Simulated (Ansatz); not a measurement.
We consider fluorite SrF2, described by PBE0 (Ansatz, a quantum-chemistry and plane-wave program, PAW).

Settings: plane-wave cutoff 500 eV, 6×6×6 k mesh, gaussian smearing 0.02 eV, scalar-relativistic PAW data made under PBE.

The cell is the one relaxed with r²SCAN: a = 5.791 Å, b = 5.791 Å, c = 5.791 Å, α = 90.00°, β = 90.00°, γ = 90.00°.

Q: Predict the band gap.

A: 
band gap: 9.79 eV (on the SCF k mesh)

Measured, for comparison: band gap 11.1 eV (temperature not stated, no zero-point or thermal correction; as tabulated in Aguado et al. (1999), arXiv:cond-mat/9901145).

Note: cell and atoms aren't relaxed at this level (pressure 0.6 GPa).

Spin–orbit coupling is not included.

The computed numbers hold no vibrational or temperature effects.

Cost on a shared machine: around 40 core-seconds (rough).
